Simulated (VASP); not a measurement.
A run of VASP 6.6.1:

The input INCAR:

```
PREC = Accurate
ENCUT = 520
EDIFF = 1E-7
ISMEAR = 0
SIGMA = 0.1
LREAL = F
LASPH = T
NELM = 100
ALGO = Normal
ISIF = 2
LWAVE = F
LCHARG = T
GGA = PE
LELF = T
LVHAR = T
NBANDS = 18
```

The input KPOINTS:

```
Automatic mesh
0
Gamma
  6 6 4
```

POSCAR

```
Ag
1.0
    2.9719623004      0.0000000000      0.0000000000
   -1.4859811502      2.5737948512      0.0000000000
    0.0000000000      0.0000000000      4.7107619582
Ag
2
Direct
    0.3333333333      0.6666666667      0.7500000000
    0.6666666667      0.3333333333      0.2500000000
```

Potentials or basis: VASP PAW PBE potentials, release 64 (Ag).

The run is started by

```bash
$ cat potpaw_PBE.64/Ag/POTCAR > POTCAR
$ mpirun -np 1 vasp_std > vasp.out
```

Hardware: 1 thread of Intel(R) Xeon(R) 6975P-C (Granite Rapids), with other jobs on the host.

Question: How long does it take, and how much memory?

Answer: Run time: 5.5 s on 1 thread of Intel(R) Xeon(R) 6975P-C (Granite Rapids), with other jobs on the host, peak memory 0.15 GiB. Counts: scf iterations 13, k points 21.
